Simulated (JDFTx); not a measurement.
# PbS (Galena) (Fm-3m) in JDFTx: equation of state

Aim: energy against volume of PbS (Galena) in PBEsol, for its equilibrium volume and stiffness.

Program: JDFTx 1.7.0 (patched build). These are calculated values, not measurements. Logs are shortened: lines on timing, memory, paths and dates and some standing lists are left out, and cuts for length are marked. The log counts tension as positive stress, the text compression.

### 1 The crystal as given

The structure is cubic, space group Fm-3m (No. 225). Conventional cell: a = 5.931 Å, b = 5.931 Å, c = 5.931 Å, α = 90.00°, β = 90.00°, γ = 90.00°. Pb (site symmetry m-3m) is surrounded by 6 S at 2.97 Å. S (site symmetry m-3m) has 6 Pb at 2.97 Å as nearest neighbours.

### 2 Equation of state, PBEsol, 24.52 Å³/atom (volume scaled by 0.94)

Contents of PbS.in:

```
lattice \
    0.0000000000     5.4900465138     5.4900465138 \
    5.4900465138     0.0000000000     5.4900465138 \
    5.4900465138     5.4900465138     0.0000000000
coords-type Lattice
ion Pb     0.0000000000     0.0000000000     0.0000000000 1
ion S      0.5000000000     0.5000000000     0.5000000000 1

ion-species pseudo/Pb.upf
ion-species pseudo/S.upf
elec-cutoff 28 224
elec-ex-corr gga-PBEsol
kpoint-folding 8 8 8
elec-smearing Fermi 0.0018374661
elec-n-bands 16
electronic-SCF nIterations 100 energyDiffThreshold 1e-09
electronic-minimize nIterations 30 energyDiffThreshold 1e-7
forces-output-coords Cartesian

dump-name run.$VAR
dump End Ecomponents EigStats BandEigs Kpoints Forces Stress
```

Potentials or basis: PseudoDojo-SR-PBEsol-0.4.1-standard with smoothed tails.

Launch:

```bash
$ jdftx -c 1 -i PbS.in -o PbS.out
```

Standard output:

```text
*************** JDFTx 1.7.0 (patched build) ***************

Input parsed successfully to the following command list (including defaults):
[... the input with its defaults ...]

---------- Setting up symmetries ----------

Found 48 point-group symmetries of the bravais lattice
Found 48 space-group symmetries with basis
Applied RMS atom displacement 0 bohrs to make symmetries exact.

---------- Initializing the Grid ----------
R =
[            0      5.49005      5.49005  ]
[      5.49005            0      5.49005  ]
[      5.49005      5.49005            0  ]
unit cell volume = 330.947
G =
[  -0.572234   0.572234   0.572234  ]
[   0.572234  -0.572234   0.572234  ]
[   0.572234   0.572234  -0.572234  ]
Minimum fftbox size, Smin = [  56  56  56  ]
Chosen fftbox size, S = [  56  56  56  ]

---------- Initializing tighter grid for wavefunction operations ----------
R =
[            0      5.49005      5.49005  ]
[      5.49005            0      5.49005  ]
[      5.49005      5.49005            0  ]
unit cell volume = 330.947
G =
[  -0.572234   0.572234   0.572234  ]
[   0.572234  -0.572234   0.572234  ]
[   0.572234   0.572234  -0.572234  ]
Minimum fftbox size, Smin = [  40  40  40  ]
Chosen fftbox size, S = [  40  40  40  ]

---------- Exchange Correlation functional ----------
Initalized PBEsol GGA exchange.
Initalized PBEsol GGA correlation.

---------- Setting up pseudopotentials ----------
Width of ionic core gaussian charges (only for fluid interactions / plotting) set to 0

Reading pseudopotential file 'pseudo/Pb.upf':
  'Pb' pseudopotential, 'PBESOL' functional
  Generated using ONCVPSP code by D. R. Hamann
  14 valence electrons, 3 orbitals, 6 projectors, 1001 radial grid points, with lMax = 2
    5D    l: 2   occupation: 10.0   eigenvalue: -0.777665
    6S    l: 0   occupation:  2.0   eigenvalue: -0.444510
    6P    l: 1   occupation:  2.0   eigenvalue: -0.129233
  Core radius for overlap checks: 2.30 bohrs.

Reading pseudopotential file 'pseudo/S.upf':
  'S' pseudopotential, 'PBESOL' functional
  Generated using ONCVPSP code by D. R. Hamann
  6 valence electrons, 2 orbitals, 6 projectors, 1001 radial grid points, with lMax = 2
    3S    l: 0   occupation:  2.0   eigenvalue: -0.631879
    3P    l: 1   occupation:  4.0   eigenvalue: -0.256451
  Core radius for overlap checks: 1.58 bohrs.

Initialized 2 species with 2 total atoms.

Folded 1 k-points by 8x8x8 to 512 k-points.

---------- Setting up k-points, bands, fillings ----------
Reduced to 29 k-points under symmetry.
Computing the number of bands and number of electrons
Calculating initial fillings.
nElectrons:  20.000000   nBands: 16   nStates: 29

----- Setting up reduced wavefunction bases (one per k-point) -----
average nbasis = 2340.705 , ideal nbasis = 2342.012

---------- Setting up ewald sum ----------
Optimum gaussian width for ewald sums = 2.493484 bohr.
Real space sum over 1331 unit cells with max indices [  5  5  5  ]
Reciprocal space sum over 2197 terms with max indices [  6  6  6  ]

---------- Allocating electronic variables ----------
Initializing wave functions:  linear combination of atomic orbitals
Note: number of bands (16) exceeds available atomic orbitals (13)
Pb pseudo-atom occupations:   s ( 2 )  p ( 2 )  d ( 10 )
S pseudo-atom occupations:   s ( 2 )  p ( 4 )
	FillingsUpdate:  mu: +0.400169798  nElectrons: 20.000000
LCAOMinimize: Iter:   0  F: -70.5978813985383908  |grad|_K:  3.862e-03  alpha:  1.000e+00
	FillingsUpdate:  mu: +0.377731058  nElectrons: 20.000000
LCAOMinimize: Iter:   1  F: -70.6234048410098438  |grad|_K:  6.372e-04  alpha:  3.707e-01  linmin: -3.711e-01  cgtest:  9.167e-01
LCAOMinimize: Encountered beta<0, resetting CG.
[... 5 lines of inner loops ...]
LCAOMinimize: Iter:   4  F: -70.6240361055157706  |grad|_K:  2.762e-07  alpha:  4.079e-01  linmin:  7.686e-03  cgtest: -1.591e-02
	FillingsUpdate:  mu: +0.374261300  nElectrons: 20.000000
LCAOMinimize: Iter:   5  F: -70.6240361057886759  |grad|_K:  1.195e-08  alpha:  9.684e-01  linmin:  3.417e-02  cgtest: -9.560e-02
LCAOMinimize: Converged (|Delta F|<1.000000e-06 for 2 iters).

-------- Electronic minimization -----------
Will mix electronic density at each iteration.
	FillingsUpdate:  mu: +0.374261300  nElectrons: 20.000000
	FillingsUpdate:  mu: +0.359866650  nElectrons: 20.000000
SCF: Cycle:  0   F: -70.655878638230220   dF: -3.184e-02   |Residual|: 3.933e-02   |deigs|: 1.276e-01
	FillingsUpdate:  mu: +0.356282269  nElectrons: 20.000000
SCF: Cycle:  1   F: -70.658465352850598   dF: -2.587e-03   |Residual|: 1.222e-02   |deigs|: 9.524e-03
	FillingsUpdate:  mu: +0.355520434  nElectrons: 20.000000
SCF: Cycle:  2   F: -70.658580415475484   dF: -1.151e-04   |Residual|: 4.445e-03   |deigs|: 2.264e-03
	FillingsUpdate:  mu: +0.355655266  nElectrons: 20.000000
SCF: Cycle:  3   F: -70.658593901053294   dF: -1.349e-05   |Residual|: 8.957e-04   |deigs|: 9.027e-04
	FillingsUpdate:  mu: +0.355652555  nElectrons: 20.000000
SCF: Cycle:  4   F: -70.658595535661746   dF: -1.635e-06   |Residual|: 3.000e-04   |deigs|: 2.661e-04
	FillingsUpdate:  mu: +0.355717241  nElectrons: 20.000000
SCF: Cycle:  5   F: -70.658596291331136   dF: -7.557e-07   |Residual|: 1.859e-04   |deigs|: 2.707e-04
	FillingsUpdate:  mu: +0.355715250  nElectrons: 20.000000
SCF: Cycle:  6   F: -70.658596458950214   dF: -1.676e-07   |Residual|: 5.697e-05   |deigs|: 1.650e-04
	FillingsUpdate:  mu: +0.355711140  nElectrons: 20.000000
SCF: Cycle:  7   F: -70.658596546168411   dF: -8.722e-08   |Residual|: 1.045e-05   |deigs|: 2.852e-04
	FillingsUpdate:  mu: +0.355712513  nElectrons: 20.000000
SCF: Cycle:  8   F: -70.658596564835122   dF: -1.867e-08   |Residual|: 6.145e-06   |deigs|: 3.049e-04
	FillingsUpdate:  mu: +0.355712785  nElectrons: 20.000000
SCF: Cycle:  9   F: -70.658596577701331   dF: -1.287e-08   |Residual|: 3.769e-06   |deigs|: 3.478e-04
	FillingsUpdate:  mu: +0.355712948  nElectrons: 20.000000
SCF: Cycle: 10   F: -70.658596580151894   dF: -2.451e-09   |Residual|: 2.874e-06   |deigs|: 1.715e-04
	FillingsUpdate:  mu: +0.355713267  nElectrons: 20.000000
SCF: Cycle: 11   F: -70.658596581952906   dF: -1.801e-09   |Residual|: 5.875e-07   |deigs|: 2.596e-04
	FillingsUpdate:  mu: +0.355713290  nElectrons: 20.000000
SCF: Cycle: 12   F: -70.658596582327320   dF: -3.744e-10   |Residual|: 3.238e-07   |deigs|: 1.694e-04
	FillingsUpdate:  mu: +0.355713334  nElectrons: 20.000000
SCF: Cycle: 13   F: -70.658596582571207   dF: -2.439e-10   |Residual|: 1.059e-07   |deigs|: 2.047e-04
SCF: Converged (|Delta E|<1.000000e-09 for 2 iters).

Setting wave functions to eigenvectors of Hamiltonian

# Stress tensor in Cartesian coordinates [Eh/a0^3]:
[ -0.000105703            0            0  ]
[            0 -0.000105703            0  ]
[            0            0 -0.000105703  ]

# Ionic positions in lattice coordinates:
ion Pb   0.000000000000000   0.000000000000000   0.000000000000000 1
ion S   0.500000000000000   0.500000000000000   0.500000000000000 1

# Forces in Cartesian coordinates:
force Pb   0.000000000000000  -0.000000000000000  -0.000000000000000 1
force S  -0.000000000000000   0.000000000000000  -0.000000000000000 1

# Energy components:
   Eewald =      -56.7737961197077823
       EH =       14.6396414923089857
     Eloc =      -41.8018253644166720
      Enl =      -12.8299091073434326
      Exc =      -22.9846100919043081
 Exc_core =       10.6664787971438457
       KE =       38.4254634818689880
-------------------------------------
     Etot =      -70.6585569120503720
       TS =        0.0000396705208280
-------------------------------------
        F =      -70.6585965825712066

IonicMinimize: Iter:   0  F: -70.658596582571207  |grad|_K:       -nan
IonicMinimize: None of the convergence criteria satisfied after 0 iterations.

#--- Lowdin population analysis ---
# oxidation-state Pb +0.422
# oxidation-state S -0.373

Dumping 'run.eigStats' ...
	eMin: -0.274729 at state 20 ( [ +0.000000 +0.500000 +0.500000 ] spin 0 )
	HOMO: +0.355458 at state 4 ( [ +0.000000 +0.000000 +0.500000 ] spin 0 )
	mu  : +0.355713
	LUMO: +0.355969 at state 4 ( [ +0.000000 +0.000000 +0.500000 ] spin 0 )
	eMax: +0.824147 at state 20 ( [ +0.000000 +0.500000 +0.500000 ] spin 0 )
	HOMO-LUMO gap: +0.000510
	Optical gap  : +0.000510 at state 4 ( [ +0.000000 +0.000000 +0.500000 ] spin 0 )
Done!
```

Run time: 25 s. Hardware: 1 thread of AMD EPYC 9R45 (Zen 5), shared host; peak memory 0.12 GiB.

What came out:

| Item | Value |
| --- | --- |
| Free energy | -1922.7184 eV |
| Pressure | 3.1 GPa |
| Band gap on the k mesh | 0.01 eV, direct |
| Loewdin charges | Pb +0.42; S -0.37 e |

Caveat: spin-orbit coupling is left out, which as a rule narrows the gap of such compounds by several tenths of an eV.

### 3 Equation of state, PBEsol, 25.04 Å³/atom (volume scaled by 0.96)

Changes to PbS.in since step 2:

```diff
@@ -1,5 +1,5 @@
 lattice \
-    0.0000000000     5.4900465138     5.4900465138 \
-    5.4900465138     0.0000000000     5.4900465138 \
-    5.4900465138     5.4900465138     0.0000000000
+    0.0000000000     5.5287100871     5.5287100871 \
+    5.5287100871     0.0000000000     5.5287100871 \
+    5.5287100871     5.5287100871     0.0000000000
 coords-type Lattice
@@ -20,2 +20,2 @@
 dump-name run.$VAR
-dump End Ecomponents EigStats BandEigs Kpoints Forces Stress
+dump End Ecomponents EigStats BandEigs Kpoints Forces Stress ElecDensity Dtot KEdensity
```

Potentials or basis: PseudoDojo-SR-PBEsol-0.4.1-standard with smoothed tails.

Launch:

```bash
$ jdftx -c 1 -i PbS.in -o PbS.out
```

It took 25 s on 1 thread of AMD EPYC 9R45 (Zen 5), shared host; peak memory 0.11 GiB.

The run converged. Its results:

| Quantity | Value |
| --- | --- |
| Free energy | -1922.7339 eV |
| Pressure | 1.7 GPa |
| Band gap on the k mesh | 0.10 eV, direct |
| Loewdin charges | Pb +0.43; S -0.39 e |

Caveat: spin-orbit coupling is left out, which as a rule narrows the gap of such compounds by several tenths of an eV.

### 4 Equation of state, PBEsol, 25.56 Å³/atom (volume scaled by 0.98)

Changes to PbS.in since step 3:

```diff
@@ -1,5 +1,5 @@
 lattice \
-    0.0000000000     5.5287100871     5.5287100871 \
-    5.5287100871     0.0000000000     5.5287100871 \
-    5.5287100871     5.5287100871     0.0000000000
+    0.0000000000     5.5668403270     5.5668403270 \
+    5.5668403270     0.0000000000     5.5668403270 \
+    5.5668403270     5.5668403270     0.0000000000
 coords-type Lattice
```

Launch:

```bash
$ jdftx -c 1 -i PbS.in -o PbS.out
```

Wall time 25 s (1 thread of AMD EPYC 9R45 (Zen 5), shared host); peak memory 0.12 GiB.

It converged, with:

```
Free energy            : -1922.7405 eV
Pressure               : 0.4 GPa
Band gap on the k mesh : 0.18 eV, direct
Loewdin charges        : Pb +0.44; S -0.40 e
```

Caveat: spin-orbit coupling is left out, which as a rule narrows the gap of such compounds by several tenths of an eV.

### 5 Equation of state, PBEsol, 26.09 Å³/atom

Changes to PbS.in since step 4:

```diff
@@ -1,5 +1,5 @@
 lattice \
-    0.0000000000     5.5668403270     5.5668403270 \
-    5.5668403270     0.0000000000     5.5668403270 \
-    5.5668403270     5.5668403270     0.0000000000
+    0.0000000000     5.6044552541     5.6044552541 \
+    5.6044552541     0.0000000000     5.6044552541 \
+    5.6044552541     5.6044552541     0.0000000000
 coords-type Lattice
```

Launch:

```bash
$ jdftx -c 1 -i PbS.in -o PbS.out
```

It took 27 s on 1 thread of AMD EPYC 9R45 (Zen 5), shared host; peak memory 0.12 GiB.

The run converged. Its results:

| Property | Result |
| --- | --- |
| Free energy | -1922.7390 eV |
| Pressure | -0.8 GPa |
| Band gap on the k mesh | 0.26 eV, direct |
| Loewdin charges | Pb +0.45; S -0.41 e |

Caveat: spin-orbit coupling is left out, which as a rule narrows the gap of such compounds by several tenths of an eV.

### 6 Equation of state, PBEsol, 26.61 Å³/atom (volume scaled by 1.02)

Changes to PbS.in since step 5:

```diff
@@ -1,5 +1,5 @@
 lattice \
-    0.0000000000     5.6044552541     5.6044552541 \
-    5.6044552541     0.0000000000     5.6044552541 \
-    5.6044552541     5.6044552541     0.0000000000
+    0.0000000000     5.6415719335     5.6415719335 \
+    5.6415719335     0.0000000000     5.6415719335 \
+    5.6415719335     5.6415719335     0.0000000000
 coords-type Lattice
```

Potentials or basis: PseudoDojo-SR-PBEsol-0.4.1-standard with smoothed tails.

Launch:

```bash
$ jdftx -c 1 -i PbS.in -o PbS.out
```

It took 27 s on 1 thread of AMD EPYC 9R45 (Zen 5), shared host; peak memory 0.12 GiB.

It converged, with:

* Free energy: -1922.7302 eV
* Pressure: -1.9 GPa
* Band gap on the k mesh: 0.33 eV, direct
* Loewdin charges: Pb +0.46; S -0.42 e

Caveat: spin-orbit coupling is left out, which as a rule narrows the gap of such compounds by several tenths of an eV.

### 7 Equation of state, PBEsol, 27.13 Å³/atom (volume scaled by 1.04)

Changes to PbS.in since step 6:

```diff
@@ -1,5 +1,5 @@
 lattice \
-    0.0000000000     5.6415719335     5.6415719335 \
-    5.6415719335     0.0000000000     5.6415719335 \
-    5.6415719335     5.6415719335     0.0000000000
+    0.0000000000     5.6782065440     5.6782065440 \
+    5.6782065440     0.0000000000     5.6782065440 \
+    5.6782065440     5.6782065440     0.0000000000
 coords-type Lattice
```

Launch:

```bash
$ jdftx -c 1 -i PbS.in -o PbS.out
```

Run time: 27 s. Hardware: 1 thread of AMD EPYC 9R45 (Zen 5), shared host; peak memory 0.12 GiB.

It converged, with:

| Item | Value |
| --- | --- |
| Free energy | -1922.7148 eV |
| Pressure | -2.8 GPa |
| Band gap on the k mesh | 0.40 eV, direct |
| Loewdin charges | Pb +0.47; S -0.43 e |

Caveat: spin-orbit coupling is left out, which as a rule narrows the gap of such compounds by several tenths of an eV.

### 8 Equation of state, PBEsol, 27.65 Å³/atom (volume scaled by 1.06)

Changes to PbS.in since step 7:

```diff
@@ -1,5 +1,5 @@
 lattice \
-    0.0000000000     5.6782065440     5.6782065440 \
-    5.6782065440     0.0000000000     5.6782065440 \
-    5.6782065440     5.6782065440     0.0000000000
+    0.0000000000     5.7143744398     5.7143744398 \
+    5.7143744398     0.0000000000     5.7143744398 \
+    5.7143744398     5.7143744398     0.0000000000
 coords-type Lattice
```

Launch:

```bash
$ jdftx -c 1 -i PbS.in -o PbS.out
```

Wall time 27 s (1 thread of AMD EPYC 9R45 (Zen 5), shared host); peak memory 0.12 GiB.

Results (log left out):

| Quantity | Value |
| --- | --- |
| Free energy | -1922.6934 eV |
| Pressure | -3.7 GPa |
| Band gap on the k mesh | 0.46 eV, direct |
| Loewdin charges | Pb +0.48; S -0.44 e |

Caveat: spin-orbit coupling is left out, which as a rule narrows the gap of such compounds by several tenths of an eV.

### 9 Equation of state, PBEsol

Potentials or basis: PseudoDojo-SR-PBEsol-0.4.1-standard with smoothed tails.

No new run: the results of the series are fitted here.

What came out:

| Quantity | Value |
| --- | --- |
| Equilibrium volume | 25.72 Å³/atom |
| Bulk modulus | 59 GPa |
| Pressure derivative of the bulk modulus | 4.0 |

Energy against volume, from the lowest point:
| volume (Å³/atom) | energy (meV/atom) |
| --- | --- |
| 24.521 | 11.07 |
| 25.042 | 3.31 |
| 25.564 | 0.00 |
| 26.086 | 0.74 |
| 26.607 | 5.15 |
| 27.129 | 12.86 |
| 27.651 | 23.55 |

Spin-orbit coupling is left out, which matters for the levels of Pb.
